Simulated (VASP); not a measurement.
Runs of VASP 6.6.1 on LiF (Griceite). Symmetry: Fm-3m, No. 225, cubic system. Conventional cell: a = 4.051 Å, b = 4.051 Å, c = 4.051 Å, α = 90.00°, β = 90.00°, γ = 90.00°. Li (site symmetry m-3m) is surrounded by 6 F at 2.03 Å. F (site symmetry m-3m) has 6 Li at 2.03 Å as nearest neighbours. 

| task | cell | gap on the mesh (eV) | pressure (GPa) |
| --- | --- | --- | --- |
| relaxation of cell and atoms | relaxed | 8.94 | 0.1 |
| relaxation of the atoms | atoms relaxed from: a relaxed cell with its volume scaled by 0.96 | 9.30 | 3.2 |
| relaxation of the atoms | atoms relaxed from: a relaxed cell with its volume scaled by 0.94 | (b) | 5.1 |
| relaxation of the atoms | atoms relaxed from: a relaxed cell with its volume scaled by 1.02 | 8.77 | -1.2 |
| relaxation of the atoms | atoms relaxed from: a relaxed cell with its volume scaled by 0.98 | (a) | 1.6 |
| relaxation of the atoms | atoms relaxed from: a relaxed cell with its volume scaled by 1.06 | 8.45 | -3.5 |
| relaxation of the atoms | atoms relaxed from: a relaxed cell with its volume scaled by 1.04 | 8.60 | -2.4 |
| relaxation of the atoms | atoms relaxed | 8.94 | 0.1 |

Alike in all rows: level PBE; potentials or basis VASP PAW PBE potentials, release 64 (Li_sv, F); no spin polarisation; k mesh 12 × 12 × 12; cutoff (eV) 600; smearing gaussian 0.03 eV.

Task: Estimate the missing entries.

Result: (a) 9.12; (b) 9.50.

Caveats: the cutoff is under 1.25 times the usual one of these potentials, so pressure, stress and relaxed cells hold a basis-set (Pulay) error; the relaxation stopped at its first step, so nothing moved.

A k mesh can miss the band edges.
